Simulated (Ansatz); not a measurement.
# Ti3O5 — coordination and ¹⁷O quadrupole coupling

Cell: a computed structure from the Materials Project (it need not be an observed phase), taken as it stands.

Space group Cmcm (No. 63); a = 3.7715, b = 9.8281, c = 10.0115 Å.

```csv
site,Wyckoff,site symmetry,x,y,z
Ti1,4c,m2m,0.5000,0.8006,0.2500
Ti3,8f,m..,0.5000,0.1302,0.0581
O7,4c,m2m,0.5000,0.7709,0.7500
O9,8f,m..,0.5000,0.0521,0.8774
O13,8f,m..,0.5000,0.6827,0.4322
```

One atom of each set is listed; the run and its k-mesh use a cell of 16 atoms with edges of 5.26, 5.26, 10.01 Å.

The numbers come from a DFT calculation in Ansatz (r2SCAN, plane waves and PAW, scalar-relativistic, 500 eV cutoff, Γ-centred 9×9×4 k-points, Fermi–Dirac smearing 0.05 eV).

Q(¹⁷O) = -25.58 mb.

(1) Rank these O sites by |C_Q|, smallest first.
A. O13: 4 Ti at 1.96–2.23 Å
B. O9: 3 Ti at 1.90–1.96 Å
C. O7: 4 Ti at 2.01–2.15 Å

## Answers

(1) A (0.511 MHz, η = 0.78), B (0.758 MHz, η = 0.68), C (1.24 MHz, η = 0.52).

The largest force is 0.3 eV/Å, so the atoms aren't at the calculated equilibrium and relaxing them would move these values. With no gap above 0.1 eV, as in a metal, the gradients converge slowly in k; expect changes of a tenth or more on a denser mesh. Semilocal functionals can leave a metal where correlation in the d or f shell opens a gap in the real compound, and that would change the values at and beside Ti.
